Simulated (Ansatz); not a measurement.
# CO2: the cost of one run

Program: Ansatz 0.2.0. Level of theory: DFT PBE, scalar-relativistic, plane waves, PAW. These are calculated values, not measurements.

72 further runs of the same task are left out: 72 set aside as unsound or not needed.

### 1 The structure to begin with

The structure is cubic, space group Pa-3 (No. 205). Conventional cell: a = 6.058 Å, b = 6.058 Å, c = 6.058 Å, α = 90.00°, β = 90.00°, γ = 90.00°. C (site symmetry -3) has 2 O at 1.17 Å as nearest neighbours. O (site symmetry 3) has 1 C at 1.17 Å as nearest neighbours.

As a file:

```cif
data_structure
_symmetry_space_group_name_H-M 'Pa-3'
_symmetry_Int_Tables_number 205
_cell_length_a 6.0577
_cell_length_b 6.0577
_cell_length_c 6.0577
_cell_angle_alpha 90.000
_cell_angle_beta 90.000
_cell_angle_gamma 90.000
_cell_volume 222.30
loop_
_atom_site_label
_atom_site_type_symbol
_atom_site_symmetry_multiplicity
_atom_site_Wyckoff_symbol
_atom_site_fract_x
_atom_site_fract_y
_atom_site_fract_z
_atom_site_occupancy
C1 C 4 a 0.00000 0.00000 0.00000 1
O1 O 8 c 0.11148 0.11148 0.11148 1
```

It is the result of an earlier relaxation at this level (volume 18.52 Å³/atom; gap on the mesh: 6.64 eV).

### 2 What is varied

The energy is mapped over volume and the cell's shape.

The axes are (1) volume per atom: 11 values from 15.56 to 21.49 Å³; (2) c/a of the conventional cell: 11 values from 0.886 to 1.128.

Nothing else is relaxed (fractional coordinates fixed). Energies count from the relaxed crystal. Points are written as (first, second).

### 3 Point (15.56 Å³, 0.908)

input.yaml reads:

```yaml
crystal:
  lattice:
    - [5.9026128653, 0.0, 0.0]
    - [0.0, 5.9026128653, 0.0]
    - [0.0, 0.0, 5.3595724817]
  atoms:
    - { symbol: C, position: [0.0, 0.0, 0.0] }
    - { symbol: C, position: [0.5, 0.0, 0.5] }
    - { symbol: C, position: [0.5, 0.5, 0.0] }
    - { symbol: C, position: [0.0, 0.5, 0.5] }
    - { symbol: O, position: [0.1114834447, 0.1114834447, 0.1114834447] }
    - { symbol: O, position: [0.3885165553, 0.8885165553, 0.6114834447] }
    - { symbol: O, position: [0.6114834447, 0.3885165553, 0.8885165553] }
    - { symbol: O, position: [0.8885165553, 0.6114834447, 0.3885165553] }
    - { symbol: O, position: [0.8885165553, 0.8885165553, 0.8885165553] }
    - { symbol: O, position: [0.6114834447, 0.1114834447, 0.3885165553] }
    - { symbol: O, position: [0.3885165553, 0.6114834447, 0.1114834447] }
    - { symbol: O, position: [0.1114834447, 0.3885165553, 0.6114834447] }
basis:
  ecutwfc: 520.0
kpoints:
  mp_grid: { grid: [4, 4, 4] }
hamiltonian:
  xc: pbe
scf:
  occupations: { method: gaussian, width: 0.05 }
output:
  forces: true
  stress: true
  eigenvalues: true
```

Command:

```sh
$ ansatz run input.yaml --threads 2 --pin off --max-ram 4096MiB --backend cpu --events-out ev --progress --plain --runs-dir out
```

**Question.** How long does this run take on 2 threads of Intel Xeon 6975P-C (Granite Rapids), shared host, and how much memory does it need?

About 3.4 s, with a peak of 0.62 GiB.
